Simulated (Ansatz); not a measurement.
The system is Sb.

```
CELL_PARAMETERS angstrom
3.35453 0.00000 0.00000
-1.67727 2.90511 0.00000
0.00000 0.00000 5.47016
ATOMIC_POSITIONS crystal
Sb 0.66667 0.33333 0.75000
Sb 0.33333 0.66667 0.25000
```

This isn't the form of Sb at room conditions, which is rhombohedral.

Program: Ansatz 0.2.0. Alike in all runs: potentials or basis Ansatz PAW; cell as given; k mesh 9 × 9 × 5; smearing fermi-dirac 0.05 eV. Hardware: 2 threads of Arm Neoverse V1, on a shared host.

Task: Order these runs on this cell by their wall time, lowest first.
A. task single point; level PBEsol; spin off; cutoff (eV) 420
B. task band structure; level PBEsol; spin SOC, no magnetisation; cutoff (eV) 420; points for each segment of the path 14
C. task band structure; level r2SCAN; spin off; cutoff (eV) 500; points for each segment of the path 14

Result: A (1.8 s), C (5.8 s), B (31 s).
